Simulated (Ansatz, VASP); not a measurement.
## As: VASP beside Ansatz

File INCAR:

```
SYSTEM = As
  PREC = Accurate
  ENCUT = 520
  EDIFF = 1E-6
  ISMEAR = -1
  SIGMA = 0.1
  LREAL = .FALSE.
  LASPH = .TRUE.
  NELM = 100
  ALGO = Normal
  ISIF = 2
  LWAVE = .FALSE.
  LCHARG = .FALSE.
  NBANDS = 18
```

The input KPOINTS:

```
regular mesh
0
G
  14 14 4
  0 0 0
```

Contents of POSCAR:

```
As
1.0
    3.0292843879      0.0000000000      0.0000000000
   -1.5146421939      2.6234372352      0.0000000000
    0.0000000000      0.0000000000     10.2148062885
As
4
Direct
    1.0000000000      1.0000000000      1.0000000000
    1.0000000000      0.0000000000      0.5000000000
    0.3333333333      0.6666666667      0.2500000000
    0.6666666667      0.3333333333      0.7500000000
```

Input for Ansatz:

```yaml
crystal:
  lattice:
    - [3.0292843879, 0.0, 0.0]
    - [-1.5146421939, 2.6234372352, 0.0]
    - [0.0, 0.0, 10.2148062885]
  atoms:
    - { symbol: As, position: [1.0, 1.0, 1.0] }
    - { symbol: As, position: [1.0, 0.0, 0.5] }
    - { symbol: As, position: [0.3333333333, 0.6666666667, 0.25] }
    - { symbol: As, position: [0.6666666667, 0.3333333333, 0.75] }
hamiltonian:
  xc: lda
  pseudopotentials:
    kind: paw
    azcp:
      As: "pseudopotentials/As.paw.azcp"
basis:
  ecutwfc: 420
  fft_grid_basis: typed
kpoints:
  mp_grid: { grid: [14, 14, 4], shift: [0, 0, 0] }
magnetization:
  spin_polarized: false
scf:
  occupations: { method: fermi_dirac, width: 0.1 }
  lower_state_search: "off"
output:
  stress: true
  write_density: true
  write_potential: true
  elf: true
  volumetric_format: npy
```

Alike in both runs: task single point; functional LDA; k mesh 14 × 14 × 4; occupations fermi-dirac, width 0.1 eV; no spin polarisation.

|  | VASP | Ansatz |
| --- | --- | --- |
| version | VASP 6.6.1 | Ansatz 0.2.0 |
| potentials or method | VASP PAW LDA potentials, release 64 (As) | plane waves (420 eV) with PAW, scalar-relativistic |
| plane-wave cutoff (eV) | 520 | 420 |
| valence electrons in the cell | 20 | 60 |

Ansatz gave:

```
pressure (GPa)                                  : -8.6
largest component of the traceless stress (GPa) : 0.79
```

Q: Which values does VASP return?

A: Pressure (GPa): -8.4; largest component of the traceless stress (GPa): 0.79.

The two sets of potentials don't hold the same shells in valence. Ansatz warned: «pseudo_functional_mismatch».
